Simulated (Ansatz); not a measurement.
# hcp against fcc along the lanthanides

Theory: Ansatz 0.2.0, DFT, RPBE, plane waves (420 eV) with PAW, scalar-relativistic. The PAW files were generated under PBE, with cores re-solved for the functional.

Each structure is relaxed within its symmetry, in the lowest magnetic state of the tried starts. Differences under about 8 meV lie within the error of the k-point mesh.

Semilocal functionals delocalise ytterbium's f shell and shrink the cell.

```csv
element,E(hcp) − E(fcc) (meV/atom),V(hcp) (Å³/atom),V(fcc) (Å³/atom),state of hcp,state of fcc
La,18,39.89,39.20,spin not included,spin not included
Yb,13,38.83,38.67,spin not included,non-magnetic
Lu,-46,30.55,30.60,spin not included,spin not included
```
